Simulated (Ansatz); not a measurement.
The system is PtS2.

```
Pt S
1.0
     3.54320    0.00000    0.00000
    -1.77160    3.06850    0.00000
     0.00000    0.00000    5.03880
Pt S
1 2
Direct
  0.00000 0.00000 0.00000
  0.66667 0.33333 0.77300
  0.33333 0.66667 0.22700
```

| Item | Value |
| --- | --- |
| Program | Ansatz 0.2.0 |
| Task | relaxation of cell and atoms |
| Functional | BLYP |
| Dispersion | D4 |
| Potentials or basis | Ansatz PAW |
| Cutoff | 420 eV (not typed: the program's choice for these potentials) |
| k mesh | 9 × 9 × 5 |
| Occupations | fermi-dirac, width 0.05 eV |
| Spin | no spin polarisation |

At the start: volume 18.26 Å³/atom.

Q: Where does the relaxation end?

A: It ends after 7 steps and the volume is 17.77 Å³/atom (-2.7 %); space group P-3m1 (No. 164, to 0.05 Å).

Step by step:
| step | energy change (eV) | largest force (eV/Å) | volume (Å³) |
| --- | --- | --- | --- |
| 1 | 0.0000 | 1.9292 | 54.78 |
| 2 | -0.2596 | 0.3183 | 52.95 |
| 3 | -0.2860 | 0.0076 | 54.15 |
| 4 | -0.2880 | 0.0033 | 53.58 |
| 5 | -0.2884 | 0.0026 | 53.29 |
| 6 | -0.2884 | 0.0004 | 53.30 |
| 7 | -0.2882 | 0.0005 | 53.30 |

Final structure:
```xyz
3
Lattice="3.6125 0.0000 0.0000 -1.8062 3.1285 0.0000 0.0000 0.0000 4.7160" Properties=species:S:1:pos:R:3 pbc="T T T"
Pt    0.0000    0.0000    0.0000
S     1.8062    1.0428    3.4857
S     0.0000    2.0857    1.2303
```

Caveat: the plane-wave basis is chosen anew once the cell has moved, so the energies of steps on either side of that aren't comparable; pairwise dispersion overbinds metals, which lowers pressure and volume; the PAW data sets come from PBE, with cores solved anew for the run's functional, which leaves a small shift of forces and pressure.
